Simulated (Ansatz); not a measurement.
Method: PBE, scalar-relativistic; no spin polarisation; PAW, 420 eV, 8×8×8 k-mesh, Gaussian smearing of 0.05 eV; code Ansatz. The datasets are Ansatz's generated set soft_2.

A crystal of composition XCl2, relaxed at this level of theory, gives this pattern between 10° and 80°.

Cu Kα1 powder pattern (kinematic, no thermal factors).
```json
{"2θ (°)": "21.84", "relative intensity": "74"}
{"2θ (°)": "36.05", "relative intensity": "100"}
{"2θ (°)": "42.55", "relative intensity": "39"}
{"2θ (°)": "51.90", "relative intensity": "16"}
{"2θ (°)": "56.96", "relative intensity": "16"}
{"2θ (°)": "58.58", "relative intensity": "1"}
{"2θ (°)": "64.81", "relative intensity": "32"}
{"2θ (°)": "69.28", "relative intensity": "12"}
{"2θ (°)": "76.46", "relative intensity": "10"}
```

Task: Which lattice and cell does the pattern come from?

Result: Cubic, space group Fm-3m (No. 225), a = 7.041 Å, b = 7.041 Å, c = 7.041 Å, α = 90.00°, β = 90.00°, γ = 90.00°. The line positions fix the lattice at most, not the space group, and lines under 1 % of the strongest aren't listed; this is the group of the computed cell.

The calculation on XCl2, where X is one element, gave:

```yaml
Band_gap: 5.24 eV
Smallest_direct_gap: 5.52 eV
Bader_charges: X 1.63; Cl -0.81 e
Formation_energy_from_the_elements_0_K_uncorrected: -2.54 eV/atom
Bulk_modulus_Birch–Murnaghan: 34 GPa
Pressure_derivative_B0′: 4.5
Shear_modulus_Hill: 13.2 GPa
Young's_modulus: 35 GPa
Poisson's_ratio: 0.33
Elastically_stable: yes
```

Sites: X on 4a, Cl on 8c.

Task: Which element is X?
A. Zr
B. Y
C. Sr
D. Rb

Result: C. X is Sr, so the compound is SrCl2.

The start was a prototype's sites filled with these elements; the Crystallography Open Database holds the compound in this structure.

Semilocal functionals underestimate band gaps, commonly by a third or more.
